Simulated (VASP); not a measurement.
CdSe, 2 atoms in the cell. Symmetry: Fm-3m, No. 225, cubic system. Conventional cell: a = 5.856 Å, b = 5.856 Å, c = 5.856 Å, α = 90.00°, β = 90.00°, γ = 90.00°. Cd (site symmetry m-3m) has 6 Se at 2.93 Å as nearest neighbours. Se (site symmetry m-3m) is surrounded by 6 Cd at 2.93 Å. The cell was built by a generator and needn't be a form met in nature.

* Program: VASP 6.6.1
* Task: density of states
* Functional: PBE
* Potentials or basis: VASP PAW PBE potentials, release 64 (Cd, Se)
* Cutoff: 520 eV
* k mesh: 10 × 10 × 10
* Occupations: gaussian, width 0.0337 eV
* Spin: no spin polarisation
* Dipole correction: no
* k mesh for the DOS: 15 × 15 × 15
* Occupations for the DOS: tetrahedron
* Further INCAR settings: ALGO = Normal; EDIFF = 1e-06; NBANDS = 16

Potentials or basis: VASP PAW PBE potentials, release 64 (Cd, Se).

The run is started by

```console
$ cat potpaw_PBE.64/Cd/POTCAR potpaw_PBE.64/Se/POTCAR > POTCAR
$ cp INCAR.step1 INCAR
$ cp KPOINTS.step1 KPOINTS
$ mpirun -np 1 vasp_std > vasp.out
$ cp INCAR.step2 INCAR
$ cp KPOINTS.step2 KPOINTS
$ mpirun -np 1 vasp_std > vasp.out
```

Hardware: 1 thread of AMD EPYC 7R13 Processor (Zen 3), on a shared host.

Q: Estimate the wall time of this run.

A: Run time: 61 s on 1 thread of AMD EPYC 7R13 Processor (Zen 3), with other jobs on the host, peak memory 0.21 GiB. Counts: scf iterations 6, k points 120.
